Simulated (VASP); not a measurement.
# ZnSe (Stilleite) (F-43m) in VASP: G0W0 quasiparticle levels with PBEsol

Aim: the G0W0 quasiparticle levels of ZnSe (Stilleite) with PBEsol.

All numbers are computed with VASP 6.6.1; they aren't measurements. Logs are shortened: lines on timing, memory, paths and dates and some standing lists are left out, and cuts for length are marked.

**The experiment to reproduce.**

From “Alloy Disordering Effects on the Thermal Conductivity and Energy Gap Temperature Dependence of Cd1−xZnxSe Ternary Crystals Grown by the Bridgman Method”, 2023, pmc:10253836, for a bulk crystal of ZnSe at 300 K: band gap 2.695 ± 0.003 eV (an exciton energy, a little under the gap).

The runs below are set against these values where they give the same quantity.

### 1 Starting point

The structure is cubic, space group F-43m (No. 216). The conventional cell has a = 5.668 Å, b = 5.668 Å, c = 5.668 Å, α = 90.00°, β = 90.00°, γ = 90.00°. Zn (site symmetry -43m) is surrounded by 4 Se at 2.45 Å. Se (site symmetry -43m) is surrounded by 4 Zn at 2.45 Å.

### 2 G0W0 quasiparticle levels, PBEsol

POSCAR reads:

```
ZnSe
1.0
    0.0000000000      2.8338000000      2.8338000000
    2.8338000000      0.0000000000      2.8338000000
    2.8338000000      2.8338000000      0.0000000000
Zn Se
1 1
Direct
    0.0000000000      0.0000000000      0.0000000000
    0.2500000000      0.2500000000      0.2500000000
```

INCAR.step1 reads:

```
SYSTEM = ZnSe
PREC = Accurate
ENCUT = 450
EDIFF = 1E-8
ISMEAR = 0
SIGMA = 0.01
LREAL = .False.
LASPH = .True.
NELM = 80
ALGO = Normal
LWAVE = .True.
LCHARG = .False.
GGA = PS
KPAR = 8
```

INCAR.step2 reads:

```
SYSTEM = ZnSe
PREC = Accurate
ENCUT = 450
EDIFF = 1E-8
ISMEAR = 0
SIGMA = 0.01
LREAL = .False.
LASPH = .True.
NELM = 1
ALGO = Exact
LWAVE = .True.
LCHARG = .False.
GGA = PS
NBANDS = 229
LOPTICS = .True.
ISTART = 1
KPAR = 8
```

INCAR.step3 reads:

```
SYSTEM = ZnSe
PREC = Accurate
ENCUT = 450
EDIFF = 1E-8
ISMEAR = 0
SIGMA = 0.01
LREAL = .False.
LASPH = .True.
ALGO = EVGW0
LWAVE = .False.
LCHARG = .False.
GGA = PS
NELMGW = 1
NBANDS = 229
ENCUTGW = 230
NOMEGA = 50
PRECFOCK = Fast
ISTART = 1
NBANDSGW = 17
KPAR = 8
```

KPOINTS reads:

```
regular mesh
0
Gamma
  5 5 5
  0 0 0
```

Potentials or basis: VASP PAW PBE potentials, release 64 (Zn_GW, Se_GW).

Started as:

```sh
cat potpaw_PBE.64/Zn_GW/POTCAR potpaw_PBE.64/Se_GW/POTCAR > POTCAR
cp INCAR.step1 INCAR
mpirun -np 8 vasp_std > vasp.out
cp INCAR.step2 INCAR
mpirun -np 8 vasp_std > vasp.out
cp INCAR.step3 INCAR
mpirun -np 8 vasp_std > vasp.out
```

OUTCAR:

```text
SYSTEM = ZnSe
   PREC = Accurate
   ENCUT = 450
   EDIFF = 1E-8
   ISMEAR = 0
   LREAL = .False.
   LASPH = .True.
   GGA = PS
   NELMGW = 1
   ENCUTGW = 230
   PRECFOCK = Fast
   ISTART = 1

 ion  position               nearest neighbor table
   1  0.000  0.000  0.000-   2 2.45   2 2.45   2 2.45   2 2.45
   2  0.250  0.250  0.250-   1 2.45   1 2.45   1 2.45   1 2.45

  LATTYP: Found a face centered cubic cell.
 ALAT       =     5.6676000000

  Lattice vectors:

 A1 = (   0.0000000000,   2.8338000000,   2.8338000000)
 A2 = (   2.8338000000,   0.0000000000,   2.8338000000)
 A3 = (   2.8338000000,   2.8338000000,   0.0000000000)

Analysis of symmetry for initial positions (statically):
=====================================================================
 Subroutine PRICEL returns:
 Original cell was already a primitive cell.

 Routine SETGRP: Setting up the symmetry group for a
 face centered cubic supercell.

 Subroutine GETGRP returns: Found 24 space group operations
 (whereof 24 operations were pure point group operations)
 out of a pool of 48 trial point group operations.

The static configuration has the point symmetry T_d .

Analysis of symmetry for dynamics (positions and initial velocities):
=====================================================================
 Subroutine PRICEL returns:
 Original cell was already a primitive cell.

 Routine SETGRP: Setting up the symmetry group for a
 face centered cubic supercell.

 Subroutine GETGRP returns: Found 24 space group operations
 (whereof 24 operations were pure point group operations)
 out of a pool of 48 trial point group operations.

The dynamic configuration has the point symmetry T_d .

 Subroutine INISYM returns: Found 24 space group operations
 (whereof 24 operations are pure point group operations),
 and found     1 'primitive' translations

----------------------------------------------------------------------------------------

                                     Primitive cell

  volume of cell :      45.5132

[... 45 lines left out ...]
  0.000000  0.000000  0.000000      1.000000
  0.200000  0.000000  0.000000      8.000000
  0.400000  0.000000  0.000000      8.000000
  0.200000  0.200000  0.000000      6.000000
  0.400000  0.200000  0.000000     24.000000
 -0.400000  0.200000  0.000000     24.000000
 -0.200000  0.200000  0.000000     12.000000
  0.400000  0.400000  0.000000      6.000000
 -0.400000  0.400000  0.000000     12.000000
 -0.400000  0.400000  0.200000     24.000000
   k-points           NKPTS =     10   k-points in BZ     NKDIM =    125   number of bands    NBANDS=    229
   number of dos      NEDOS =    301   number of ions     NIONS =      2
   total plane-waves  NPLWV =  21952
   dimension x,y,z NGX =    28 NGY =   28 NGZ =   28
   dimension x,y,z NGXF=    56 NGYF=   56 NGZF=   56
   ions per type =               1   1
   NGX,Y,Z   is equivalent  to a cutoff of  11.62, 11.62, 11.62 a.u.
   NGXF,Y,Z  is equivalent  to a cutoff of  23.23, 23.23, 23.23 a.u.
 SYSTEM =  ZnSe
   PREC   = accura    normal or accurate (medium, high low for compatibility)
   ISTART =      1    job   : 0-new  1-cont  2-samecut
   ICHARG =      0    charge: 1-file 2-atom 10-const
   ISPIN  =      1    spin polarized calculation?
   LNONCOLLINEAR =      F non collinear calculations
   LSORBIT =      F    spin-orbit coupling
   LASPH  =      T    aspherical Exc in radial PAW
   ENCUT  =  450.0 eV  33.07 Ry    5.75 a.u.   6.93  6.93  6.93*2*pi/ulx,y,z
   NELM   =     60;   NELMIN=  2; NELMDL=  0     # of ELM steps
   EDIFF  = 0.1E-07   stopping-criterion for ELM
   LREAL  =      F    real-space projection
   EDIFFG = 0.1E-06   stopping-criterion for IOM
   NSW    =      0    number of steps for IOM
   IBRION =     -1    ionic relax: 0-MD 1-quasi-New 2-CG
   NFREE  =      0    steps in history (QN), initial steepest desc. (CG)
   ISIF   =      0    stress and relaxation
   ISYM   =      3    0-nonsym 1-usesym 2-fastsym
   POTIM  = 0.5000    time-step for ionic-motion
   TEBEG  =    0.0;   TEEND  =   0.0 temperature during run
   PSTRESS=    0.0 pullay stress
   NELECT =      18.0000    total number of electrons
   NUPDOWN=      -1.0000    fix difference up-down
   EMIN   =  10.00;   EMAX   =-10.00  energy-range for DOS
   EFERMI =   0.00;   METHOD = LEGACY
   ISMEAR =     0;   SIGMA  =   0.01  broadening in eV -4-tet -1-fermi 0-gaus
   EFERMI_NEDOS =   21; number of points for ismear=-14 and -15
   IALGO  =     38    algorithm
   IMIX   =      4    mixing-type and parameters
     AMIX     =   0.40;   BMIX     =  1.00
     AMIX_MAG =   1.60;   BMIX_MAG =  1.00
  volume/ion in A,a.u.               =      22.76       153.57
  Fermi-wavevector in a.u.,A,eV,Ry     =   1.201673  2.270834 19.647073  1.444019
  Thomas-Fermi vector in A             =   2.337476
   LORBIT       =      0    0 simple, 1 ext, 2 COOP (PROOUT), +10 PAW based schemes
   GGA     = PS    functional components
   LHFCALC =     T    Hartree Fock is set to
   PRECFOCK=fast      Normal, Fast or Accurate (Low or Medium for compatibility)
   ENCUT4O =  -1.0   cutoff for four orbital integrals eV
   NKREDX  =     1    reduce k-point grid by
   NKREDY  =     1    reduce k-point grid by
   NKREDZ  =     1    reduce k-point grid by
   AEXX    =    1.0000 exact exchange contribution
   HFSCREEN=    0.0000 screening length (either q_TF or 0.3 A-1)
   HFSCREENC=   0.0000 screening length for correlation (either q_TF or 0.3 A-1)
   ENCUTFOCK=  -1.0 apply spherical cutoff to Coloumb kernel
   IVDW    =     0    specifies the selected vdW correction
   LEPSILON=     F    determine dielectric tensor
   LRPA    =     F    only Hartree local field effects (RPA)
   LRPAFORCE           =     F    calculate RPA forces
   ENCUTGW             = 230.0    cutoff for response function in eV
   ENCUTGWSOFT         = 184.0    soft cutoff for Coulomb kernel in GW response function in eV
   ENCUTLF             =  -1.0    cutoff for local field effects
   NELMGW              =     1    number of iterations in solving QP/BSE equation
   NELMHF              =     1    number of iterations in the inner HF iteration
   NKREDLFX            =     1    NKREDLFY  =   1   NKREDLFZ  =   1
 non-spin polarized calculation
 Gauss-broadening in eV      SIGMA  =   0.01
  energy-cutoff  :      450.00
  volume of cell :       45.51
 maximum number of plane-waves:       990
  NGX = 16; NGY = 16; NGZ = 16
   NGX = 13   NGY = 13   NGZ = 13
 maximum number of plane-waves:       370

 QP shifts <psi_nk| G(iteration)W_0 |psi_nk>: iteration 1
 for sc-GW calculations column KS-energies equals QP-energies in previous step
 and V_xc(KS)=  KS-energies - (<T + V_ion + V_H > + <T+V_H+V_ion>^1  + <V_x>^1)

 k-point   1 :       0.0000    0.0000    0.0000
  band No.  KS-energies  QP-energies   sigma(KS)   V_xc(KS)     V^pw_x(r,r')   Z            occupation Imag(sigma)

      1     -10.7541     -11.2919     -13.2317     -12.3953     -19.8220       0.6431       2.0000       0.8931
      2      -4.0256      -5.4886     -21.8640     -19.6670     -30.7742       0.6659       2.0000       0.1744
      3      -4.0256      -5.4886     -21.8640     -19.6670     -30.7742       0.6659       2.0000       0.1744
      4      -4.0256      -5.4886     -21.8640     -19.6670     -30.7742       0.6659       2.0000       0.1744
      5      -3.6543      -5.1895     -22.7654     -20.4793     -31.9840       0.6715       2.0000       0.1626
      6      -3.6543      -5.1895     -22.7654     -20.4793     -31.9840       0.6715       2.0000       0.1626
[... 185 lines left out ...]
      3      -3.8534      -5.3413     -22.1974     -19.9790     -31.2280       0.6707       2.0000       0.1742
      4      -3.7278      -5.2263     -22.3582     -20.1252     -31.4253       0.6710       2.0000       0.1708
      5      -3.6463      -5.1713     -22.7327     -20.4603     -31.9527       0.6711       2.0000       0.1649
      6      -3.4602      -4.9333     -22.3037     -20.1169     -31.2429       0.6736       2.0000       0.1709
[... 9 lines left out ...]
     16      17.5335      17.8253     -10.3477     -10.7364      -3.9498       0.7508       0.0000      -0.7364
     17      17.8628      18.0498      -9.1640      -9.4110      -3.1324       0.7568       0.0000      -0.6189
```

Wall time 3.3 min (8 MPI ranks of Intel Xeon Platinum 8259CL at 2.50GHz (Skylake/Cascade Lake), shared host); peak memory 0.82 GiB.

What came out:

```
Band gap on the k mesh, mean-field level : 1.16 eV, direct
Quasiparticle gap                        : 2.38 eV
Least direct quasiparticle gap           : 2.38 eV
```

Caveat: bands, screening cutoff and mesh are small and nothing is extrapolated, so the quasiparticle values aren't converged.

### 3 Against experiment

Step 2. A measured gap of ZnSe is 2.695 eV (an exciton energy, a little under the gap; 300 K; “Alloy Disordering Effects on the Thermal Conductivity and Energy Gap Temperature Dependence of Cd1−xZnxSe Ternary Crystals Grown by the Bridgman Method”, 2023, pmc:10253836); the calculated 2.38 eV misses it by -0.31 eV. Spin-orbit coupling on Se is left out. The value is that of G0W0 on PBEsol, without temperature or zero-point motion.
